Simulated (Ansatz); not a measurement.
SnSe, DFT, PBE, all-electron LAPW, scalar-relativistic (Ansatz 0.2.0), run on 1 thread of Intel(R) Xeon(R) Platinum 8259CL CPU @ 2.50GHz (Skylake/Cascade Lake) on a shared host.

The cell was built from the zincblende type and relaxed in the same program; it needn't be a known or the stable phase. The listed cell was then made from it by scaling, straining or moving an atom.

Command: `ansatz run input.yaml --threads 1 --pin off --max-ram 2048MiB --backend cpu --events-out ev --progress --plain --runs-dir out`

```yaml
crystal:
  lattice:
    - [0.0, 3.3546901734, 3.3546901734]
    - [3.3546901734, 0.0, 3.3546901734]
    - [3.3546901734, 3.3546901734, 0.0]
  atoms:
    - { symbol: Sn, position: [0.0, 0.0, 0.0] }
    - { symbol: Se, position: [0.25, 0.25, 0.25] }
kpoints:
  mp_grid: { grid: [12, 12, 12] }
scf:
  occupations: { method: fermi_dirac, width: 0.05 }
hamiltonian:
  xc: pbe
  pseudopotentials: { kind: all_electron, lapw: { basis_error: 0.001 } }
output:
  forces: true
  stress: true
  eigenvalues: true
```

Task: How large is the problem that the program sets up?

Result: 72 irreducible k-points, 531 plane waves at Γ, 28 bands.

Task: About how long does it take, and how much memory does it use?

Result: 42 s of wall time for 8 SCF iterations, with a peak of 0.48 GiB. Times on shared machines scatter by tens of per cent.

Task: And the same cell and mesh by PAW (frozen-core files), asked for forces, stress, eigenvalues, efg, on the same hardware?

Result: 12 s, peak memory 0.58 GiB.
